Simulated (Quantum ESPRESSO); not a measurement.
# In in Quantum ESPRESSO: further runs

The runs below take In through work function, with PBE.

Everything below comes from runs of Quantum ESPRESSO 7.5. Logs are shortened: lines on timing, memory, paths and dates and some standing lists are left out, and cuts for length are marked.

### 1 Starting point

The cell holds a slab with vacuum, 6 atoms: a = 3.364 Å, b = 3.364 Å, c = 28.500 Å, α = 90.00°, β = 90.00°, γ = 120.00°.

### 2 Work function, PBE

File pw.in:

```
&CONTROL
  calculation = 'scf'
  prefix = 'pwscf'
  outdir = './tmp'
  pseudo_dir = './pseudo'
  tprnfor = .true.
  disk_io = 'low'
  tefield = .true.
  dipfield = .true.
/
&SYSTEM
  ibrav = 0
  celldm(1) = 8
  nat = 6
  ntyp = 1
  ecutwfc = 21
  nbnd = 51
  occupations = 'smearing'
  smearing = 'fd'
  degauss = 0.00367493
  edir = 3
  emaxpos = 0.9824
  eopreg = 0.0351
  eamp = 0
/
&ELECTRONS
  conv_thr = 6d-09
  electron_maxstep = 150
  mixing_beta = 0.3
  mixing_mode = 'local-TF'
/
ATOMIC_SPECIES
In   114.8180 In.upf
CELL_PARAMETERS alat
  0.7945929533796  -0.0000000000000   0.0000000000000
 -0.3972964766944   0.6881376832975   0.0000000000000
  0.0000000000000   0.0000000000000   6.7320632065220
ATOMIC_POSITIONS crystal
In     0.6666666700    0.3333333400    0.2631612609
In     0.0000000000    0.0000000000    0.3578967565
In     0.3333333300    0.6666666600    0.4526322522
In     0.0000000000    0.0000000000    0.5473677478
In     0.6666666700    0.3333333400    0.6421032435
In     0.0000000000    0.0000000000    0.7368387391
K_POINTS automatic
9 9 1 0 0 0
```

File pp_density.in:

```
&INPUTPP
  prefix = 'pwscf'
  outdir = './tmp'
  filplot = 'density.dat'
  plot_num = 0
/
&PLOT
  nfile = 1
  filepp(1) = 'density.dat'
  iflag = 3
  output_format = 6
  fileout = 'density.cube'
/
```

File pp_potential.in:

```
&INPUTPP
  prefix = 'pwscf'
  outdir = './tmp'
  filplot = 'potential.dat'
  plot_num = 11
/
&PLOT
  nfile = 1
  filepp(1) = 'potential.dat'
  iflag = 3
  output_format = 6
  fileout = 'potential.cube'
/
```

File pp_elf.in:

```
&INPUTPP
  prefix = 'pwscf'
  outdir = './tmp'
  filplot = 'elf.dat'
  plot_num = 8
/
&PLOT
  nfile = 1
  filepp(1) = 'elf.dat'
  iflag = 3
  output_format = 6
  fileout = 'elf.cube'
/
```

Potentials or basis: PseudoDojo 0.4.1 SR PBE standard.

On the command line:

```bash
$ OMP_NUM_THREADS=1 mpirun -n 2 pw.x -nk 2 -in pw.in > pw.out
$ OMP_NUM_THREADS=1 mpirun -n 1 pp.x -in pp_density.in > pp_density.out
$ OMP_NUM_THREADS=1 mpirun -n 1 pp.x -in pp_potential.in > pp_potential.out
$ OMP_NUM_THREADS=1 mpirun -n 1 pp.x -in pp_elf.in > pp_elf.out
```

pw.out:

```text
This program is part of the open-source Quantum ESPRESSO suite
     for quantum simulation of materials; please cite
         "P. Giannozzi et al., J. Phys.:Condens. Matter 21 395502 (2009);
         "P. Giannozzi et al., J. Phys.:Condens. Matter 29 465901 (2017);
         "P. Giannozzi et al., J. Chem. Phys. 152 154105 (2020);
     in publications or presentations arising from this work. More details at

     Presently no symmetry can be used with electric field

     K-points division:     npool     =       2
     Subspace diagonalization in iterative solution of the eigenvalue problem:
     a serial algorithm will be used

     G-vector sticks info
     --------------------
     sticks:   dense  smooth     PW     G-vecs:    dense   smooth      PW
     Sum         241     241     85                24565    24565    5277

     Using Slab Decomposition

     bravais-lattice index     =            0
     lattice parameter (alat)  =       8.0000  a.u.
     unit-cell volume          =    1884.6825 (a.u.)^3
     number of atoms/cell      =            6
     number of atomic types    =            1
     number of electrons       =        78.00
     number of Kohn-Sham states=           51
     kinetic-energy cutoff     =      21.0000  Ry
     charge density cutoff     =      84.0000  Ry
     scf convergence threshold =      6.0E-09
     mixing beta               =       0.3000
     number of iterations used =            8  local-TF  mixing
     Exchange-correlation= PBE
                           (   1   4   3   4   0   0   0)

     celldm(1)=   8.000000  celldm(2)=   0.000000  celldm(3)=   0.000000
     celldm(4)=   0.000000  celldm(5)=   0.000000  celldm(6)=   0.000000

     crystal axes: (cart. coord. in units of alat)
               a(1) = (   0.794593  -0.000000   0.000000 )
               a(2) = (  -0.397296   0.688138   0.000000 )
               a(3) = (   0.000000   0.000000   6.732063 )

     reciprocal axes: (cart. coord. in units 2 pi/alat)
               b(1) = (  1.258506  0.726599 -0.000000 )
               b(2) = (  0.000000  1.453198 -0.000000 )
               b(3) = ( -0.000000 -0.000000  0.148543 )

     PseudoPot. # 1 for In read from file:
     In.upf
     Pseudo is Norm-conserving + core correction, Zval = 13.0
     Generated using ONCVPSP code by D. R. Hamann
     Using radial grid of 1964 points,  6 beta functions with:
                l(1) =   0
                l(2) =   0
                l(3) =   1
                l(4) =   1
                l(5) =   2
                l(6) =   2

     atomic species   valence    mass     pseudopotential
     In               13.00   114.81800     In( 1.00)

     No symmetry found

   Cartesian axes

     site n.     atom                  positions (alat units)
         1        In     tau(   1) = (   0.3972965   0.2293792   1.7716182  )
         2        In     tau(   2) = (   0.0000000   0.0000000   2.4093836  )
         3        In     tau(   3) = (  -0.0000000   0.4587585   3.0471489  )
         4        In     tau(   4) = (   0.0000000   0.0000000   3.6849143  )
         5        In     tau(   5) = (   0.3972965   0.2293792   4.3226796  )
         6        In     tau(   6) = (   0.0000000   0.0000000   4.9604450  )

     number of k points=    41  Fermi-Dirac smearing, width (Ry)=  0.0037
                       cart. coord. in units 2pi/alat
        k(    1) = (   0.0000000   0.0000000   0.0000000), wk =   0.0246914
        k(    2) = (   0.0000000   0.1614664   0.0000000), wk =   0.0493827
        k(    3) = (   0.0000000   0.3229328   0.0000000), wk =   0.0493827
        k(    4) = (   0.0000000   0.4843992   0.0000000), wk =   0.0493827
        k(    5) = (   0.0000000   0.6458656   0.0000000), wk =   0.0493827
        k(    6) = (   0.1398340   0.0807332   0.0000000), wk =   0.0493827
[... 33 lines left out ...]
        k(   40) = (   0.5593360   0.0000000   0.0000000), wk =   0.0493827
        k(   41) = (   0.5593360   0.1614664   0.0000000), wk =   0.0493827

     Dense  grid:    24565 G-vectors     FFT dimensions: (  20,  20, 160)

     Initial potential from superposition of free atoms

     starting charge      77.9766, renormalised to      78.0000

     negative rho (up, down):  1.817E-01 0.000E+00

     Adding external electric field

     Computed dipole along edir(3) :
        Dipole               -0.0000 Ry au,         -0.0001 Debye
        Dipole field         -0.0000 Ry au,

        Potential amp.        0.0000 Ry
        Total length         51.9661 bohr

     Starting wfcs are   54 randomized atomic wfcs

     Self-consistent Calculation

     iteration #  1     ecut=    21.00 Ry     beta= 0.30
     Davidson diagonalization with overlap
     ethr =  1.00E-02,  avg # of iterations =  4.9

     negative rho (up, down):  1.159E-01 0.000E+00

     Adding external electric field

     Computed dipole along edir(3) :
        Dipole                0.0003 Ry au,          0.0007 Debye
        Dipole field          0.0000 Ry au,

        Potential amp.       -0.0002 Ry
        Total length         51.9661 bohr

     total energy              =    -754.52560353 Ry
     estimated scf accuracy    <      19.68440933 Ry

     iteration #  2     ecut=    21.00 Ry     beta= 0.30
     Davidson diagonalization with overlap
     ethr =  1.00E-02,  avg # of iterations =  1.0

     negative rho (up, down):  2.937E-02 0.000E+00

     Adding external electric field

     Computed dipole along edir(3) :
        Dipole                0.0011 Ry au,          0.0028 Debye
        Dipole field          0.0000 Ry au,
[... 61 lines left out ...]
     iteration #  6     ecut=    21.00 Ry     beta= 0.30
     Davidson diagonalization with overlap
     ethr =  4.75E-06,  avg # of iterations =  8.2

     negative rho (up, down):  7.503E-03 0.000E+00

     Adding external electric field

     Computed dipole along edir(3) :
        Dipole                0.0041 Ry au,          0.0104 Debye
        Dipole field          0.0000 Ry au,

        Potential amp.       -0.0028 Ry
        Total length         51.9661 bohr

     total energy              =    -748.71179032 Ry
     estimated scf accuracy    <       0.00287222 Ry

     iteration #  7     ecut=    21.00 Ry     beta= 0.30
     Davidson diagonalization with overlap
     c_bands:  1 eigenvalues not converged
     c_bands:  1 eigenvalues not converged
     ethr =  3.68E-06,  avg # of iterations =  7.7

     negative rho (up, down):  4.468E-03 0.000E+00

     Adding external electric field

     Computed dipole along edir(3) :
        Dipole                0.0047 Ry au,          0.0119 Debye
        Dipole field          0.0000 Ry au,

        Potential amp.       -0.0033 Ry
        Total length         51.9661 bohr

     total energy              =    -748.71090935 Ry
     estimated scf accuracy    <       0.00169782 Ry

     iteration #  8     ecut=    21.00 Ry     beta= 0.30
     Davidson diagonalization with overlap
     ethr =  2.18E-06,  avg # of iterations =  6.8

     negative rho (up, down):  1.648E-04 0.000E+00

     Adding external electric field

     Computed dipole along edir(3) :
        Dipole                0.0028 Ry au,          0.0070 Debye
        Dipole field          0.0000 Ry au,

        Potential amp.       -0.0019 Ry
        Total length         51.9661 bohr
[... 140 lines left out ...]
     Computed dipole along edir(3) :
        Dipole                0.0040 Ry au,          0.0102 Debye
        Dipole field          0.0000 Ry au,

        Potential amp.       -0.0028 Ry
        Total length         51.9661 bohr

     total energy              =    -748.71089676 Ry
     estimated scf accuracy    <          8.9E-09 Ry

     iteration # 18     ecut=    21.00 Ry     beta= 0.30
     Davidson diagonalization with overlap
     ethr =  1.14E-11,  avg # of iterations =  3.3

     Adding external electric field

     Computed dipole along edir(3) :
        Dipole                0.0040 Ry au,          0.0103 Debye
        Dipole field          0.0000 Ry au,

        Potential amp.       -0.0028 Ry
        Total length         51.9661 bohr

     End of self-consistent calculation

          k = 0.0000 0.0000 0.0000 (  3103 PWs)   bands (ev):

   -10.2409 -10.2244  -9.9842  -9.8856  -9.8856  -9.8542  -9.8542  -9.8238
    -9.7911  -9.7911  -9.7564  -9.7564  -9.7029  -9.7029  -9.6701  -9.6701
    -9.5841  -9.5841  -9.5545  -9.5192  -9.5192  -9.4871  -9.4871  -9.2971
    -9.2971  -9.2737  -8.6510  -8.6510  -8.4686  -8.4686  -5.3909  -5.0304
    -4.3817  -3.4609  -2.3233  -1.0900   1.6630   3.1959   5.0862   6.9589
     7.7989   8.6589   8.8748  10.5833  10.8502  11.8720  11.8720  12.1458
    12.1458  12.5753  13.0009

          k = 0.0000 0.1615 0.0000 (  3080 PWs)   bands (ev):

   -10.1311  -9.9985  -9.9757  -9.9229  -9.8756  -9.8236  -9.7864  -9.7447
    -9.7318  -9.7125  -9.6901  -9.6289  -9.5980  -9.5859  -9.5615  -9.5457
    -9.5369  -9.4497  -9.4134  -9.3900  -9.3330  -9.3206  -9.2385  -9.1079
    -8.9869  -8.8524  -8.5960  -8.5520  -8.3439  -8.1231  -5.1576  -4.7955
    -4.1448  -3.2226  -2.0938  -0.8818   1.9455   3.4370   5.2932   7.1445
     8.0110   8.8505   9.0553   9.8960  10.1993  10.6801  10.7345  11.0385
    11.0537  11.3727  11.5024

          k = 0.0000 0.3229 0.0000 (  3092 PWs)   bands (ev):

   -10.2506 -10.2232 -10.1583 -10.1181 -10.0608 -10.0226  -9.8797  -9.8639
    -9.8091  -9.7509  -9.7191  -9.6679  -9.6461  -9.6004  -9.5764  -9.4819
    -9.4749  -9.4134  -9.3195  -9.3002  -9.2533  -9.2207  -9.1119  -9.0209
    -8.9907  -8.8420  -8.6509  -8.5911  -8.5475  -8.4842  -4.4476  -4.0836
    -3.4343  -2.5258  -1.4354  -0.3019   2.7307   4.0819   5.7346   6.7138
     7.1892   7.2106   8.1466   8.2322   8.7387   9.1404   9.6123   9.7271
     9.7494  10.0242  10.1199
[... 361 lines left out ...]
          k = 0.5593 0.0000 0.0000 (  3053 PWs)   bands (ev):

   -10.1781 -10.1453  -9.9827  -9.9406  -9.8808  -9.8555  -9.7672  -9.7120
    -9.5431  -9.5048  -9.4249  -9.3791  -9.3459  -9.3111  -9.2505  -9.0102
    -8.9613  -8.9215  -8.8844  -8.8134  -8.7956  -8.7396  -8.6685  -8.6148
    -8.4734  -8.4228  -8.3841  -8.3358  -8.2711  -7.9968  -2.5389  -2.1726
    -1.5450  -0.6991   0.2530   1.1055   3.9892   4.0394   4.3602   4.6332
     4.8991   5.1317   5.5169   5.9722   6.4697   7.0459   7.3881   7.8049
     7.8900   8.4243   8.7855

          k = 0.5593 0.1615 0.0000 (  3072 PWs)   bands (ev):

   -10.4762 -10.4311 -10.2500 -10.1564 -10.0916  -9.9898  -9.8724  -9.7466
    -9.6493  -9.5646  -9.4537  -9.4122  -9.4025  -9.2768  -9.2359  -9.1888
    -9.1569  -9.1375  -8.9529  -8.9326  -8.8871  -8.8317  -8.7433  -8.6655
    -8.6196  -8.5312  -8.4036  -8.3689  -8.3081  -8.2482  -2.3091  -1.9498
    -1.3313  -0.5087   0.3867   1.0945   2.7997   2.9589   3.4487   4.0468
     4.8276   5.2360   5.7672   6.3210   7.0763   7.4468   7.7994   7.9819
     8.5945   9.1297   9.5966

     the Fermi energy is     4.0990 ev

!    total energy              =    -748.71089705 Ry
     estimated scf accuracy    <          3.3E-09 Ry
     smearing contrib. (-TS)   =      -0.00319065 Ry
     internal energy E=F+TS    =    -748.70770640 Ry

     The total energy is F=E-TS. E is the sum of the following terms:
     one-electron contribution =   -3878.58680869 Ry
     hartree contribution      =    1981.79650831 Ry
     xc contribution           =    -225.50902716 Ry
     ewald contribution        =    1373.59162103 Ry
     electric field correction =       0.00000011 Ry

     convergence has been achieved in  18 iterations

     Forces acting on atoms (cartesian axes, Ry/au):

     atom    1 type  1   force =    -0.00007398    0.00003455    0.00194913
     atom    2 type  1   force =    -0.00000721   -0.00005201    0.00458357
     atom    3 type  1   force =     0.00000928    0.00000189   -0.00417529
     atom    4 type  1   force =     0.00003520    0.00003505    0.00438698
     atom    5 type  1   force =     0.00002510    0.00001627   -0.00143432
     atom    6 type  1   force =     0.00001160   -0.00003575   -0.00531006

     Total force =     0.009579     Total SCF correction =     0.000861

=------------------------------------------------------------------------------=
   JOB DONE.
=------------------------------------------------------------------------------=
```

Run time: 86 s. Hardware: 2 MPI ranks of Arm Neoverse V1, shared host; peak memory 0.24 GiB.

The run converged, but some of its settings lie outside the range that counts as converged, so its numbers aren't taken as properties of the slab.

What came out:

* Free energy: -10186.7307 eV
* Largest force: 0.137 eV/Å
* Band gap on the k mesh: none (metal or under the smearing width)
* Dipole across the slab: 0.01 D

Caveat: the cutoff lies well under what these potentials need, so the values aren't converged.

[end of part 1 of 3]
